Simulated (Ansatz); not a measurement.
A (100) slab of InAs (F-43m (No. 216)), 8 planes, outer planes In (top) and As (bottom), with 8 atoms (In4As4) in a surface cell of A = 19.138 Å², as cut from the bulk:

```
CELL_PARAMETERS angstrom
4.37470 0.00000 0.00000
0.00000 4.37470 0.00000
0.00000 0.00000 25.82683
ATOMIC_POSITIONS crystal
As 0.00000 0.50000 0.29040
In 0.50000 0.50000 0.35028
As 0.50000 0.00000 0.41017
In 0.00000 0.00000 0.47006
As 0.00000 0.50000 0.52994
In 0.50000 0.50000 0.58983
As 0.50000 0.00000 0.64972
In 0.00000 0.00000 0.70960
```

These are results of DFT PBE, scalar-relativistic, plane waves, PAW (Ansatz), not measurements. Cutoff 420 eV; k points 8×8×1 on the computed 8-atom cell (Γ-centred); Gaussian smearing, width 0.10 eV; no spin polarisation. The cell repeats along c with a dipole correction in the vacuum.

Against the same 8 atoms in the bulk, the slab as cut lies 2.997 eV higher and the relaxed slab 2.955 eV higher.

Task: Work out the surface energy before and after relaxation.

Result: The slab has two faces, so γ = (E_slab − N·E_bulk)/(2A), the mean of both. As cut: 2.997/(2 × 19.138) = 0.0783 eV/Å², and 1 eV/Å² = 16.02 J/m², so γ = 1.25 J/m². Relaxed: 2.955/(2 × 19.138) = 0.0772 eV/Å² = 1.24 J/m². Relaxation recovers 1.4 % of the cost of cutting.

Task: What is the ideal work of this cut, per area?

Result: Griffith's ideal work is 2γ: 2.51 J/m² if the new faces stay rigid, 2.47 J/m² if they relax. One thickness was run, 8 planes, so γ can still shift with it.